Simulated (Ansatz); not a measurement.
# TiAl3: single points about a listed cell

A set of self-consistent runs on TiAl3 under moves of single atoms, random distortions, further strains and shifts, distortions that keep the symmetry, other functionals, to map its energy surface near the listed cell.

Method: DFT PBE, scalar-relativistic, plane waves, PAW, in Ansatz 0.2.0.

### Step 1. Starting point

It takes space group Pm-3m (No. 221, cubic). The conventional cell has a = 3.956 Å, b = 3.956 Å, c = 3.956 Å, α = 90.00°, β = 90.00°, γ = 90.00°. Around Ti (site symmetry m-3m) lie 12 Al at 2.80 Å. Around Al (site symmetry 4/mmm) lie 8 Al at 2.80 Å and 4 Ti at 2.80 Å.

As a file:

```
CELL_PARAMETERS angstrom
3.95567 0.00000 0.00000
0.00000 3.95567 0.00000
0.00000 0.00000 3.95567
ATOMIC_POSITIONS crystal
Ti 0.00000 0.00000 0.00000
Al 0.50000 0.50000 0.00000
Al 0.50000 0.00000 0.50000
Al 0.00000 0.50000 0.50000
```

The structure comes from the Materials Project (structure only).

### Step 2. A change within a subgroup

What differs from the listed cell: strain xx, yy, zz, yz, xz, xy = +5.7, +5.7, +2.7, +0.0, +0.0, +0.0 %; atoms moved by 0.06 Å root mean square, at most 0.08 Å.

File input.yaml:

```yaml
crystal:
  lattice:
    - [4.1813422948, 0.0, 0.0]
    - [0.0, 4.1813422948, 0.0]
    - [0.0, 0.0, 4.0626721573]
  atoms:
    - { symbol: Ti, position: [0.0, 0.0, 0.0] }
    - { symbol: Al, position: [0.5, 0.5, 0.0] }
    - { symbol: Al, position: [0.5, 0.0, 0.5214509266] }
    - { symbol: Al, position: [0.0, 0.5, 0.4785490734] }
basis:
  ecutwfc: 420
kpoints:
  mp_grid: { grid: [10, 10, 10] }
hamiltonian:
  xc: pbe
scf:
  occupations: { method: gaussian, width: 0.1 }
output:
  forces: true
  stress: true
  eigenvalues: true
```

The run is started by

```
$ ansatz run input.yaml --threads 1 --pin off --max-ram 1331MiB --backend cpu --events-out ev --progress --plain --runs-dir out
```

### Step 3. Functional and cell changed: LDA

File input.yaml:

```yaml
crystal:
  lattice:
    - [3.9807502057, 0.0, 0.0]
    - [0.0, 3.9807502057, 0.0]
    - [0.0, 0.0, 3.9807502057]
  atoms:
    - { symbol: Ti, position: [0.0, 0.0, 0.0] }
    - { symbol: Al, position: [0.5, 0.5, 0.0] }
    - { symbol: Al, position: [0.5, 0.0, 0.5] }
    - { symbol: Al, position: [0.0, 0.5, 0.5] }
basis:
  ecutwfc: 420
kpoints:
  mp_grid: { grid: [10, 10, 10] }
hamiltonian:
  xc: lda
scf:
  occupations: { method: gaussian, width: 0.1 }
output:
  forces: true
  stress: true
  eigenvalues: true
  populations: true
```

### Step 4. A distortion of lower symmetry

File input.yaml:

```yaml
crystal:
  lattice:
    - [3.8173809831, 0.0043116817, -0.0043116817]
    - [0.0043116817, 3.9360511206, 0.006882868]
    - [-0.0043116817, 0.006882868, 3.9360511206]
  atoms:
    - { symbol: Ti, position: [0.0, 0.0061212473, 0.0061212473] }
    - { symbol: Al, position: [0.5158486005, 0.522405492, -0.0079138963] }
    - { symbol: Al, position: [0.4841513995, -0.0079138963, 0.522405492] }
    - { symbol: Al, position: [0.0, 0.479387157, 0.479387157] }
basis:
  ecutwfc: 420
kpoints:
  mp_grid: { grid: [10, 10, 10] }
hamiltonian:
  xc: pbe
scf:
  occupations: { method: gaussian, width: 0.1 }
output:
  forces: true
  stress: true
  eigenvalues: true
  populations: true
```

### Step 5. Random moves and strain, cell strained

File input.yaml:

```yaml
crystal:
  lattice:
    - [4.1535339259, 0.0395567125, 0.0003164537]
    - [0.0395567125, 4.1669436515, -0.01155056]
    - [0.0003164537, -0.01155056, 4.111841151]
  atoms:
    - { symbol: Ti, position: [-0.043759956, -0.0396190659, -0.0064818329] }
    - { symbol: Al, position: [0.4915362026, 0.5549438986, 0.0380921443] }
    - { symbol: Al, position: [0.542809422, 0.0093005707, 0.5331599852] }
    - { symbol: Al, position: [0.0094143314, 0.4753745967, 0.4352297034] }
basis:
  ecutwfc: 420
kpoints:
  mp_grid: { grid: [10, 10, 10] }
hamiltonian:
  xc: pbe
scf:
  occupations: { method: gaussian, width: 0.1 }
output:
  forces: true
  stress: true
  eigenvalues: true
  populations: true
```

### Step 6. Random moves and strain, cell strained

File input.yaml:

```yaml
crystal:
  lattice:
    - [3.8377922468, -0.0172071699, 0.0013053715]
    - [-0.0172071699, 3.7923020274, -0.0107989825]
    - [0.0013053715, -0.0107989825, 3.7646123286]
  atoms:
    - { symbol: Ti, position: [0.0091640578, 0.0024294233, -0.0119246512] }
    - { symbol: Al, position: [0.5029628347, 0.5010137344, -0.0043962197] }
    - { symbol: Al, position: [0.481767949, 0.003640343, 0.5149709104] }
    - { symbol: Al, position: [0.0061051585, 0.4929164993, 0.5013499605] }
basis:
  ecutwfc: 420
kpoints:
  mp_grid: { grid: [10, 10, 10] }
hamiltonian:
  xc: pbe
scf:
  occupations: { method: gaussian, width: 0.1 }
output:
  forces: true
  stress: true
  eigenvalues: true
```

### Step 7. A single atom displaced

File input.yaml:

```yaml
crystal:
  lattice:
    - [3.95567125, 0.0, 0.0]
    - [0.0, 3.95567125, 0.0]
    - [0.0, 0.0, 3.95567125]
  atoms:
    - { symbol: Ti, position: [0.0, 0.0, 0.0] }
    - { symbol: Al, position: [0.4492424958, 0.5048386225, -0.0252144311] }
    - { symbol: Al, position: [0.5, 0.0, 0.5] }
    - { symbol: Al, position: [0.0, 0.5, 0.5] }
basis:
  ecutwfc: 420
kpoints:
  mp_grid: { grid: [10, 10, 10] }
hamiltonian:
  xc: pbe
scf:
  occupations: { method: gaussian, width: 0.1 }
output:
  forces: true
  stress: true
  eigenvalues: true
```

### Step 8. A distortion that keeps the symmetry

File input.yaml:

```yaml
crystal:
  lattice:
    - [3.9010038733, 0.0, 0.0]
    - [0.0, 3.9010038733, 0.0]
    - [0.0, 0.0, 3.9010038733]
  atoms:
    - { symbol: Ti, position: [0.0, 0.0, 0.0] }
    - { symbol: Al, position: [0.5, 0.5, 0.0] }
    - { symbol: Al, position: [0.5, 0.0, 0.5] }
    - { symbol: Al, position: [0.0, 0.5, 0.5] }
basis:
  ecutwfc: 420
kpoints:
  mp_grid: { grid: [10, 10, 10] }
hamiltonian:
  xc: pbe
scf:
  occupations: { method: gaussian, width: 0.1 }
output:
  forces: true
  stress: true
  eigenvalues: true
```

### Step 9. Another functional, on a distorted cell: r2SCAN

input.yaml, as its differences from that of step 8:

```diff
@@ -2,5 +2,5 @@
   lattice:
-    - [3.9010038733, 0.0, 0.0]
-    - [0.0, 3.9010038733, 0.0]
-    - [0.0, 0.0, 3.9010038733]
+    - [4.0602196411, 0.0, 0.0]
+    - [0.0, 4.0602196411, 0.0]
+    - [0.0, 0.0, 4.0602196411]
   atoms:
@@ -11,3 +11,3 @@
 basis:
-  ecutwfc: 420
+  ecutwfc: 500
 kpoints:
@@ -15,3 +15,3 @@
 hamiltonian:
-  xc: pbe
+  xc: r2scan
 scf:
@@ -22 +22,2 @@
   eigenvalues: true
+  populations: true
```

Before running it: what results should come out? Wanted: for each run, case; energy; pressure; largest force.

**Answer**, as computed:

| step | case | energy (meV/atom) | pressure (GPa) | largest force (eV/Å) | gap on the mesh (eV) |
| --- | --- | --- | --- | --- | --- |
| 2 | a change within a subgroup | +0.0 | -9.6 | 0.44 | 0.00 |
| 3 | functional and cell changed: LDA | n/a | -5.6 | 0.00 | 0.00 |
| 4 | a distortion of lower symmetry | -12.4 | 8.8 | 0.99 | 0.00 |
| 5 | random moves and strain, cell strained | +187.4 | -4.1 | 1.96 | 0.00 |
| 6 | random moves and strain, cell strained | +63.1 | 20.5 | 1.49 | 0.00 |
| 7 | a single atom displaced | -32.4 | 3.3 | 1.70 | 0.00 |
| 8 | a distortion that keeps the symmetry | -61.8 | 7.2 | 0.00 | 0.00 |
| 9 | another functional, on a distorted cell: r2SCAN | n/a | -7.8 | 0.00 | 0.00 |

Energies are counted from step 2, with the smearing taken to zero. Other atoms or functionals have another zero of energy (n/a). A gap of 0.00 means none on the mesh at this level.

Among the distorted cells of the listed formula and level the largest force, 1.96 eV/Å, acts on Ti1 in step 5. The distorted cells of the listed formula and level show no gap on the mesh.
